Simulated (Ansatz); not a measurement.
# SiC (Moissanite) (P6_3mc) in Ansatz: further runs

Runs on SiC (Moissanite). Level: PBEsol. Tasks: relaxation of cell and atoms.

Everything below comes from runs of Ansatz 0.2.0. Logs are shortened: lines on timing, memory, paths and dates and some standing lists are left out, and cuts for length are marked.

## Step 1: The structure

It takes space group P6_3mc (No. 186, hexagonal). The conventional cell has a = 3.076 Å, b = 3.076 Å, c = 5.048 Å, α = 90.00°, β = 90.00°, γ = 120.00°. Around Si (site symmetry 3m) lie 4 C at 1.87 to 1.94 Å. Around C (site symmetry 3m) lie 4 Si at 1.87 to 1.94 Å.

## Step 2: Relaxation of cell and atoms, PBEsol, target pressure 20 GPa, at which the enthalpy is minimised

Input file input.yaml:

```yaml
crystal:
  lattice:
    - [3.076, 0.0, 0.0]
    - [-1.538, 2.663894142, 0.0]
    - [0.0, 0.0, 5.048]
  atoms:
    - { symbol: Si, position: [0.6666666667, 0.3333333333, 0.5] }
    - { symbol: Si, position: [0.3333333333, 0.6666666667, 0.0] }
    - { symbol: C, position: [0.6666666667, 0.3333333333, 0.885] }
    - { symbol: C, position: [0.3333333333, 0.6666666667, 0.385] }
kpoints:
  mp_grid: { grid: [10, 10, 5] }
scf:
  occupations: { method: fermi_dirac, width: 0.05 }
hamiltonian:
  xc: pbesol
  pseudopotentials: { kind: all_electron, lapw: { basis_error: 0.002 } }
output:
  forces: true
  stress: true
relax:
  f_tol: 0.005
  max_steps: 60
  cell: { p_target: 20 }
```

Potentials or basis: all-electron LAPW, scalar-relativistic.

The run is started by

```sh
$ ansatz run input.yaml --threads 2 --pin off --max-ram 8192MiB --backend cpu --events-out ev --progress --plain --runs-dir out
```

What it wrote:

```text
Warning: RAYON_NUM_THREADS=2 ignored (pool sized by the plan → 2); use --threads N
The last accepted step is kept in <dir> (removed where the run ends without a failure and the disk answers)
LAPW: plane waves up to 9.560 Å⁻¹, error target 2.0e-3 eV per atom; small_component_spin mean_spin; C in spheres of 0.844 Å, 6 of its electrons in bands, Dirac shells []; Si in spheres of 0.968 Å, 12 of its electrons in bands, Dirac shells [] (how accurate: hamiltonian.pseudopotentials.lapw.basis_error, Limitations)
Engine: ansatz 0.2.0, aarch64-unknown-linux-gnu
Pseudopotentials: kind: all_electron
Pseudopotential: Si, LAPW, valence charge 12, lapw/all_electron/scalar/gaussian/Si, Koelling and Harmon's equation, gaussian nucleus
Pseudopotential: C, LAPW, valence charge 6, lapw/all_electron/scalar/gaussian/C, Koelling and Harmon's equation, gaussian nucleus
Functional definition: PBEsol
  exchange = pbesol_x
  correlation = pbesol_c
Crystal: 4 atoms, lattice volume = 41.364 Å³
Basis set: ecut = 348.2409262287046 eV, 603 PW (Γ), exchange–correlation at level 2
Bands: 22, of which v1, the nominal top of the filled ones, is band 18 counted from 1 (17 counted from 0)
Symmetry: 12 space group operations
Space group: P63mc (ITA 186), of the structure as read, at distance tolerance 3.5e-5 Å
k-points: 42 of 500 (time reversal used)
Non-local potential: Si, projectors of the file, none
Non-local potential: C, projectors of the file, none
Initial density: superposition of atomic densities (chi_scale 0.1, normalization cell, long waves kept (reshape's long-wave potential 0.00 eV rms))
Initial wavefunctions: plane waves of lowest kinetic energy (no species holds an atomic orbital)
Functional: x = pbesol(κ = 0.804, μ = 0.12345679012345678), c = pbesol(β = 0.046)
iter 1 solved again at ethr=2.75e-2 eV; its pass at ethr=1.00e-1 eV (dr2=9.89e0 eV) is discarded
SCF iter   1: F=—  HF=-17825.888767 eV  |F-HF|=—  |Δ(HF+E_count)|=         —  Δρ=1.42e-1  dr2=9.90e0  ethr=2.75e-2  ⟨swp⟩=2.0  Hψ=6441  notcnv=0
preconditioner: auto → none  [insulator: Δε(μ)=4.549 eV  Ē_g=12.818 eV  σ=0.050 eV  W_gap=1.00  n_scr=10 (ndim 8)  ℏωp=23.1 eV  f_vac=0.000  D(μ)=0.00/eV (n_scr^D=0)  ε∞_Penn≈4.2]
iter 2 solved again at ethr=1.10e-3 eV; its pass at ethr=2.75e-2 eV (dr2=3.97e-1 eV) is discarded
SCF iter   2: F=—  HF=-17822.385688 eV  |F-HF|=—  |Δ(HF+E_count)|=    3.50e0  Δρ=3.89e-2  dr2=3.98e-1  ethr=1.10e-3  ⟨swp⟩=2.1  Hψ=4929  notcnv=0
SCF iter   3: F=—  HF=-17822.178001 eV  |F-HF|=—  |Δ(HF+E_count)|=         —  Δρ=1.65e-2  dr2=6.57e-2  ethr=1.10e-3  ⟨swp⟩=3.0  Hψ=2797  notcnv=0
the basis was enlarged: its passes take 164.5 KiB over the memory plan, 2 of 2 planned eigensolver slots
SCF iter   4: F=—  HF=-17822.163081 eV  |F-HF|=—  |Δ(HF+E_count)|=   1.49e-2  Δρ=9.98e-4  dr2=2.83e-4  ethr=1.82e-4  ⟨swp⟩=2.0  Hψ=2478  notcnv=0
SCF iter   5: F=—  HF=-17822.163079 eV  |F-HF|=—  |Δ(HF+E_count)|=   1.67e-6  Δρ=1.57e-4  dr2=5.00e-6  ethr=7.87e-7  ⟨swp⟩=3.0  Hψ=2597  notcnv=0
SCF iter   6: F=—  HF=-17822.163082 eV  |F-HF|=—  |Δ(HF+E_count)|=   2.50e-6  Δρ=4.33e-5  dr2=4.63e-7  ethr=1.39e-8  ⟨swp⟩=3.0  Hψ=2559  notcnv=0
SCF iter   7: F=-17822.163082 eV  HF=-17822.163082 eV  |F-HF|=2.55e-11  |Δ(HF+E_count)|=   1.06e-7  Δρ=1.34e-6  dr2=4.77e-10  ethr=1.29e-9  ⟨swp⟩=3.0  Hψ=2525  notcnv=0
SCF 1 converged in 7 iterations: F = -17822.163082 eV  dr2 = 4.77e-10
relax step   1: F+E_penalty+E_count = -17822.16308163 eV  Δ(F+E_penalty+E_count) = +0.000e0 eV  max|allowed force component| = 7.459e-1 eV/Å  Δτ_max = 0.0000 Å  P = +0.215 GPa  Ω = 41.364 Å³  (7 SCF iters, accepted)
Crystal: 4 atoms, lattice volume = 39.391 Å³
Basis set: ecut = 359.77654014790016 eV, 603 PW (Γ), exchange–correlation at level 2
Initial density: handed on by an earlier stage of this run
Initial wavefunctions: those handed on with the density
iter 1 solved again at ethr=3.31e-5 eV; its pass at ethr=1.00e-1 eV (dr2=1.19e-2 eV) is discarded
SCF iter   1: F=—  HF=-17822.121472 eV  |F-HF|=—  |Δ(HF+E_count)|=         —  Δρ=5.50e-3  dr2=1.28e-2  ethr=3.31e-5  ⟨swp⟩=4.0  Hψ=4982  notcnv=0
preconditioner: auto → none  [insulator: Δε(μ)=2.370 eV  Ē_g=12.224 eV  σ=0.050 eV  W_gap=1.00  n_scr=10 (ndim 8)  ℏωp=23.7 eV  f_vac=0.000  D(μ)=0.00/eV (n_scr^D=0)  ε∞_Penn≈4.7]
iter 2 solved again at ethr=2.00e-6 eV; its pass at ethr=3.31e-5 eV (dr2=7.21e-4 eV) is discarded
SCF iter   2: F=—  HF=-17822.116432 eV  |F-HF|=—  |Δ(HF+E_count)|=   5.04e-3  Δρ=1.52e-3  dr2=7.23e-4  ethr=2.00e-6  ⟨swp⟩=2.0  Hψ=4602  notcnv=0
SCF iter   3: F=—  HF=-17822.116232 eV  |F-HF|=—  |Δ(HF+E_count)|=   2.00e-4  Δρ=6.57e-4  dr2=1.08e-4  ethr=2.00e-6  ⟨swp⟩=2.9  Hψ=2391  notcnv=0
SCF iter   4: F=—  HF=-17822.116231 eV  |F-HF|=—  |Δ(HF+E_count)|=   1.30e-6  Δρ=2.43e-4  dr2=1.59e-5  ethr=3.00e-7  ⟨swp⟩=2.0  Hψ=2310  notcnv=0
SCF iter   5: F=—  HF=-17822.116230 eV  |F-HF|=—  |Δ(HF+E_count)|=   1.14e-6  Δρ=4.33e-5  dr2=4.55e-7  ethr=4.41e-8  ⟨swp⟩=3.0  Hψ=2382  notcnv=0
SCF iter   6: F=-17822.116230 eV  HF=-17822.116230 eV  |F-HF|=2.04e-10  |Δ(HF+E_count)|=   3.41e-8  Δρ=3.66e-6  dr2=3.43e-9  ethr=1.26e-9  ⟨swp⟩=3.0  Hψ=2417  notcnv=0
SCF 2 converged in 6 iterations: F = -17822.116230 eV  dr2 = 3.43e-9
relax step   2: F+E_penalty+E_count = -17822.11622970 eV  Δ(F+E_penalty+E_count) = +4.685e-2 eV  max|allowed force component| = 4.774e-1 eV/Å  Δτ_max = 0.0116 Å  P = +12.006 GPa  Ω = 39.391 Å³  (6 SCF iters, accepted)
Crystal: 4 atoms, lattice volume = 38.044 Å³
Basis set: ecut = 368.2186594036926 eV, 603 PW (Γ), exchange–correlation at level 2
iter 1 solved again at ethr=3.42e-5 eV; its pass at ethr=1.00e-1 eV (dr2=1.23e-2 eV) is discarded
SCF iter   1: F=—  HF=-17821.994040 eV  |F-HF|=—  |Δ(HF+E_count)|=         —  Δρ=5.93e-3  dr2=1.30e-2  ethr=3.42e-5  ⟨swp⟩=3.8  Hψ=5008  notcnv=0
preconditioner: auto → none  [insulator: Δε(μ)=2.215 eV  Ē_g=12.467 eV  σ=0.050 eV  W_gap=1.00  n_scr=10 (ndim 8)  ℏωp=24.1 eV  f_vac=0.000  D(μ)=0.00/eV (n_scr^D=0)  ε∞_Penn≈4.7]
iter 2 solved again at ethr=2.13e-6 eV; its pass at ethr=3.42e-5 eV (dr2=7.66e-4 eV) is discarded
SCF iter   2: F=—  HF=-17821.988537 eV  |F-HF|=—  |Δ(HF+E_count)|=   5.50e-3  Δρ=1.67e-3  dr2=7.68e-4  ethr=2.13e-6  ⟨swp⟩=2.0  Hψ=4601  notcnv=0
SCF iter   3: F=—  HF=-17821.988277 eV  |F-HF|=—  |Δ(HF+E_count)|=   2.60e-4  Δρ=5.74e-4  dr2=7.26e-5  ethr=2.13e-6  ⟨swp⟩=3.0  Hψ=2502  notcnv=0
SCF iter   4: F=—  HF=-17821.988267 eV  |F-HF|=—  |Δ(HF+E_count)|=   1.00e-5  Δρ=1.44e-4  dr2=3.36e-6  ethr=2.02e-7  ⟨swp⟩=3.0  Hψ=2428  notcnv=0
SCF iter   5: F=-17821.988268 eV  HF=-17821.988268 eV  |F-HF|=6.97e-9  |Δ(HF+E_count)|=   7.25e-7  Δρ=1.10e-5  dr2=1.98e-8  ethr=9.34e-9  ⟨swp⟩=2.0  Hψ=2310  notcnv=0
SCF 3 converged in 5 iterations: F = -17821.988268 eV  dr2 = 1.98e-8
relax step   3: F+E_penalty+E_count = -17821.98826798 eV  Δ(F+E_penalty+E_count) = +1.280e-1 eV  max|allowed force component| = 1.128e-2 eV/Å  Δτ_max = 0.0097 Å  P = +21.721 GPa  Ω = 38.044 Å³  (5 SCF iters, accepted)
Crystal: 4 atoms, lattice volume = 38.249 Å³
Basis set: ecut = 366.90092055694885 eV, 603 PW (Γ), exchange–correlation at level 2
iter 1 solved again at ethr=7.73e-7 eV; its pass at ethr=1.00e-1 eV (dr2=2.78e-4 eV) is discarded
SCF iter   1: F=—  HF=-17822.015970 eV  |F-HF|=—  |Δ(HF+E_count)|=         —  Δρ=1.03e-3  dr2=4.06e-4  ethr=7.73e-7  ⟨swp⟩=4.2  Hψ=5370  notcnv=0
preconditioner: auto → none  [insulator: Δε(μ)=2.160 eV  Ē_g=12.403 eV  σ=0.050 eV  W_gap=1.00  n_scr=10 (ndim 8)  ℏωp=24.0 eV  f_vac=0.000  D(μ)=0.00/eV (n_scr^D=0)  ε∞_Penn≈4.7]
iter 2 solved again at ethr=7.53e-8 eV; its pass at ethr=7.73e-7 eV (dr2=2.71e-5 eV) is discarded
SCF iter   2: F=—  HF=-17822.015803 eV  |F-HF|=—  |Δ(HF+E_count)|=   1.67e-4  Δρ=2.91e-4  dr2=2.72e-5  ethr=7.53e-8  ⟨swp⟩=2.0  Hψ=4493  notcnv=0
SCF iter   3: F=—  HF=-17822.015794 eV  |F-HF|=—  |Δ(HF+E_count)|=   9.20e-6  Δρ=9.32e-5  dr2=2.33e-6  ethr=7.53e-8  ⟨swp⟩=3.0  Hψ=2519  notcnv=0
SCF iter   4: F=-17822.015793 eV  HF=-17822.015793 eV  |F-HF|=4.63e-8  |Δ(HF+E_count)|=   2.72e-7  Δρ=2.19e-5  dr2=7.00e-8  ethr=6.49e-9  ⟨swp⟩=3.0  Hψ=2569  notcnv=0
SCF 4 converged in 4 iterations: F = -17822.015793 eV  dr2 = 7.00e-8
relax step   4: F+E_penalty+E_count = -17822.01579335 eV  Δ(F+E_penalty+E_count) = -2.753e-2 eV  max|allowed force component| = 4.092e-2 eV/Å  Δτ_max = 0.0011 Å  P = +20.132 GPa  Ω = 38.249 Å³  (4 SCF iters, accepted)
Crystal: 4 atoms, lattice volume = 38.266 Å³
Basis set: ecut = 366.79297971212947 eV, 603 PW (Γ), exchange–correlation at level 2
iter 1 solved again at ethr=1.66e-8 eV; its pass at ethr=1.00e-1 eV (dr2=5.97e-6 eV) is discarded
SCF iter   1: F=—  HF=-17822.018023 eV  |F-HF|=—  |Δ(HF+E_count)|=         —  Δρ=3.80e-4  dr2=5.06e-5  ethr=1.66e-8  ⟨swp⟩=5.1  Hψ=5581  notcnv=0
eigensolver tolerance schedule calibrated: the retry pair's looser diagonalisation under-reported the residual by θ = 0.88 (0.13/decade); ethr = c·dr2/N_el runs at the constant in force after the calibration composes with the one it found (an armed cap, an earlier calibration), c = 5.9e-2
preconditioner: auto → none  [insulator: Δε(μ)=2.151 eV  Ē_g=12.403 eV  σ=0.050 eV  W_gap=1.00  n_scr=10 (ndim 8)  ℏωp=24.0 eV  f_vac=0.000  D(μ)=0.00/eV (n_scr^D=0)  ε∞_Penn≈4.7]
SCF iter   2: F=—  HF=-17822.018000 eV  |F-HF|=—  |Δ(HF+E_count)|=   2.26e-5  Δρ=1.18e-4  dr2=3.64e-6  ethr=1.66e-8  ⟨swp⟩=3.0  Hψ=2646  notcnv=0
iter 3 solved again at ethr=1.55e-10 eV; its pass at ethr=5.98e-9 eV (dr2=9.46e-8 eV) is discarded
SCF iter   3: F=-17822.017999 eV  HF=-17822.017999 eV  |F-HF|=2.55e-8  |Δ(HF+E_count)|=   1.34e-6  Δρ=2.34e-5  dr2=9.49e-8  ethr=1.55e-10  ⟨swp⟩=2.0  Hψ=4536  notcnv=0
SCF 5 converged in 3 iterations: F = -17822.017999 eV  dr2 = 9.49e-8
relax step   5: F+E_penalty+E_count = -17822.01799874 eV  Δ(F+E_penalty+E_count) = -2.205e-3 eV  max|allowed force component| = 1.055e-3 eV/Å  Δτ_max = 0.0008 Å  P = +19.999 GPa  Ω = 38.266 Å³  (3 SCF iters, accepted)
iter 1 solved again at ethr=2.61e-10 eV; its pass at ethr=1.00e-1 eV (dr2=9.41e-8 eV) is discarded
SCF iter   1: F=—  HF=-17822.018006 eV  |F-HF|=—  |Δ(HF+E_count)|=         —  Δρ=2.34e-5  dr2=9.49e-8  ethr=2.61e-10  ⟨swp⟩=4.8  Hψ=4514  notcnv=0
preconditioner: auto → none  [insulator: Δε(μ)=2.154 eV  Ē_g=12.404 eV  σ=0.050 eV  W_gap=1.00  n_scr=10 (ndim 8)  ℏωp=24.0 eV  f_vac=0.000  D(μ)=0.00/eV (n_scr^D=0)  ε∞_Penn≈4.7]
SCF iter   2: F=-17822.018006 eV  HF=-17822.018006 eV  |F-HF|=1.45e-9  |Δ(HF+E_count)|=   8.78e-9  Δρ=1.07e-5  dr2=1.71e-8  ethr=2.61e-10  ⟨swp⟩=2.8  Hψ=2392  notcnv=0
SCF 6 converged in 2 iterations: F = -17822.018006 eV  dr2 = 1.71e-8
relax step   6: F+E_penalty+E_count = -17822.01800600 eV  Δ(F+E_penalty+E_count) = -7.265e-6 eV  max|allowed force component| = 1.066e-3 eV/Å  Δτ_max = 0.0000 Å  P = +19.996 GPa  Ω = 38.266 Å³  stress off target by 1.05e-2 GPa  SCF on the basis re-selected at this cell (its energy is not comparable with the rows above)  (2 SCF iters)
basis re-selected at this cell: Δ(F+E_penalty+E_count) = -7.265e-6 eV, ΔP = -0.003 GPa vs the last step (what re-selecting the basis moved, after the strain that the cell walked since its last selection, with what the two solves' SCF thresholds leave and, on support functions, any second-order correction that the steps lacked; it is no measure of the basis error at this ecutwfc). This SCF's stress stands 1.05e-2 GPa from its target on what of the cell is left free (relax.cell.stress_tol is 5.00e-2 GPa) and its largest allowed force component is 1.07e-3 eV/Å (relax.f_tol is 5.00e-3 eV/Å): within both
SCF converged after 2 iterations
Free energy (F): -17822.018006 eV
Harris-Foulkes:  -17822.018006 eV  (|F-HF|=1.45e-9)
Internal energy: -17822.018006 eV  (E = F + TS)
E sigma→0 (E₀):  -17822.018006 eV
Fermi energy:    13.035216 eV
--- Per-component energies (eV) ---
  E_band       = -2314.652019
  E_kinetic    = 17867.699004
  E_xc         = -1400.005188
  E_electrostatic = -34289.711822  (all electrons and nuclei)
  E_smearing   = -0.000000  (= −TS)
  E_closure    = 0.000000  (closes the sum)
  E_atoms      = -17790.356461  (free atoms, spherical and without spin; not in F)
  Σ components = -17822.018006   (vs F -17822.018006, Δ=0.00e0)
  Basis errors (estimates in eV, not in F): energy 1.1e-3 per atom: plane waves 1.1e-3 (6.7e-4 summed), levels above the bands 1.3e-44, relativity 1.3e-8, radial functions 8.0e-5, core shells 2.1e-12; eigenvalues (radial functions only) 1.2e-5; not estimated: angular momenta, meshes, grids; target (lapw.basis_error) 2.0e-3; muffin-tin radii C 0.822 Å, Si 0.944 Å
--- Forces (eV/Å), atoms counted from 1 ---
  atom   1  Si     0.00000000    -0.00000000    -0.00107574
  atom   2  Si     0.00000000     0.00000000    -0.00107574
  atom   3  C     -0.00000000    -0.00000000     0.00105695
  atom   4  C     -0.00000000     0.00000000     0.00105695
  max |Σ_I F_I| component: 3.76e-5 eV/Å
--- Stress (GPa, compression-positive) ---
       19.989511       0.000000       0.000000
       -0.000000      19.989511      -0.000000
        0.000000       0.000000      20.009888
  P = ⅓ Tr σ = 19.9963 GPa (199.963 kbar)
--- Relaxed structure (5 steps of the walk, 5 accepted, 1 SCFs on fresh bases) ---
  F+E_penalty+E_count = -17822.01800600 eV   max|allowed force component| = 1.066e-3 eV/Å   (the final SCF, on the basis selected at the relaxed cell)
  cell:  # Å, volume = 38.2658 Å³
    - [2.997891219891166, 0.0, 1.4274843555649622e-35]
    - [-1.498945609945583, 2.59624995420807, -1.331861035494539e-35]
    - [2.3426336238450233e-35, -1.1713168119225117e-35, 4.916414147720856]
  atoms:
    - { symbol: Si, position: [0.6666666666666665, 0.33333333333333337, 0.5046133752498342] }
    - { symbol: Si, position: [0.33333333333333337, 0.6666666666666667, 0.00461337524983423] }
    - { symbol: C, position: [0.6666666666666665, 0.33333333333333337, 0.8803866247501657] }
    - { symbol: C, position: [0.33333333333333337, 0.6666666666666667, 0.38038662475016577] }
```

Run time: 35 s. Hardware: 2 threads of Arm Neoverse V2, shared host; peak memory 0.32 GiB.

Results:

```yaml
Free_energy: -17822.0180 eV
Relaxed_volume: 9.57 Å³/atom
Relaxed_cell: a = 2.998 Å, b = 2.998 Å, c = 4.916 Å, α = 90.00°, β = 90.00°, γ = 120.00°
Space_group_after_relaxing_to_0.05_Å: P6_3mc (No. 186)
Energy_change_on_relaxing_the_enthalpy_is_what_falls: +36.3 meV/atom
Ionic_steps: 6
Pressure_after_relaxing: 20.0 GPa
Band_gap_on_the_k_mesh: 2.15 eV
```

The path:
```
step  energy change (eV)  largest force (eV/Å)  volume (Å³)
   1              0.0000                0.7459        41.36
   2              0.0469                0.4774        39.39
   3              0.1748                0.0113        38.04
   4              0.1473                0.0409        38.25
   5              0.1451                0.0011        38.27
   6              0.1451                0.0011        38.27
```

Final structure:
```
Si C
1.0
     2.99789    0.00000    0.00000
    -1.49895    2.59625    0.00000
     0.00000    0.00000    4.91641
Si C
2 2
Direct
  0.66667 0.33333 0.50461
  0.33333 0.66667 0.00461
  0.66667 0.33333 0.88039
  0.33333 0.66667 0.38039
```

Caveat: an odd mesh through Γ misses points on the zone boundary, where band edges often lie.

## Step 3: Relaxation of cell and atoms, PBEsol, target pressure 30 GPa, at which the enthalpy is minimised

Edit input.yaml of step 2 so:

```diff
@@ -23,2 +23,2 @@
   max_steps: 60
-  cell: { p_target: 20 }
+  cell: { p_target: 30 }
```

Potentials or basis: all-electron LAPW, scalar-relativistic.

The run is started by

```sh
$ ansatz run input.yaml --threads 2 --pin off --max-ram 8192MiB --backend cpu --events-out ev --progress --plain --runs-dir out
```

It took 37 s on 2 threads of Arm Neoverse V2, shared host; peak memory 0.32 GiB.

The run converged. Its results:

```yaml
Free_energy: -17821.8315 eV
Relaxed_volume: 9.27 Å³/atom
Relaxed_cell: a = 2.966 Å, b = 2.966 Å, c = 4.863 Å, α = 90.00°, β = 90.00°, γ = 120.00°
Space_group_after_relaxing_to_0.05_Å: P6_3mc (No. 186)
Energy_change_on_relaxing_the_enthalpy_is_what_falls: +82.9 meV/atom
Ionic_steps: 6
Pressure_after_relaxing: 30.0 GPa
Band_gap_on_the_k_mesh: 2.10 eV
```

The path:
| step | energy change (eV) | largest force (eV/Å) | volume (Å³) |
| --- | --- | --- | --- |
| 1 | 0.0000 | 0.7459 | 41.36 |
| 2 | 0.1377 | 0.4848 | 38.43 |
| 3 | 0.3857 | 0.0239 | 36.79 |
| 4 | 0.3330 | 0.0685 | 37.06 |
| 5 | 0.3316 | 0.0000 | 37.06 |
| 6 | 0.3316 | 0.0000 | 37.06 |

Final structure:
```
Si C
1.0
     2.96649    0.00000    0.00000
    -1.48325    2.56906    0.00000
     0.00000    0.00000    4.86337
Si C
2 2
Direct
  0.66667 0.33333 0.50460
  0.33333 0.66667 0.00460
  0.66667 0.33333 0.88040
  0.33333 0.66667 0.38040
```

Caveat: an odd mesh through Γ misses points on the zone boundary, where band edges often lie.
